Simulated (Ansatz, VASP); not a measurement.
**MgS in VASP and in Ansatz**

```
Mg S
1.0
     0.00000    2.60165    2.60165
     2.60165    0.00000    2.60165
     2.60165    2.60165    0.00000
Mg S
1 1
Direct
  0.00000 0.00000 0.00000
  0.50000 0.50000 0.50000
```

Alike in both runs: task relaxation of cell and atoms; functional PBEsol; k mesh 8 × 8 × 8; occupations gaussian, width 0.02 eV; no spin polarisation.

```csv
,VASP,Ansatz
version,VASP 6.6.1,Ansatz 0.2.0
potentials or method,"VASP PAW PBE potentials, release 64 (Mg, S)","scalar-relativistic, plane waves, PAW"
plane-wave cutoff (eV),600,420
valence electrons in the cell,8,16
```

Ansatz gave:

- gap on the k mesh at the Fermi level, each at its own relaxed structure (eV): 2.73
- relaxed volume (Å³/atom): 17.39
- relaxed cell length with the largest relative difference (Å): 3.664

**Question.** What did VASP give for the same quantities?

**Answer.** gap on the k mesh at the Fermi level, each at its own relaxed structure (eV): 2.73; relaxed volume (Å³/atom): 17.36; relaxed cell length with the largest relative difference (Å): 3.662.

The two sets of potentials don't hold the same shells in valence.

Caveats: the PAW data sets were made with another functional, which shifts forces and pressure a little (VASP). A k mesh can miss the band edges. A hybrid or GW would open this gap; PBEsol tends to underestimate it.
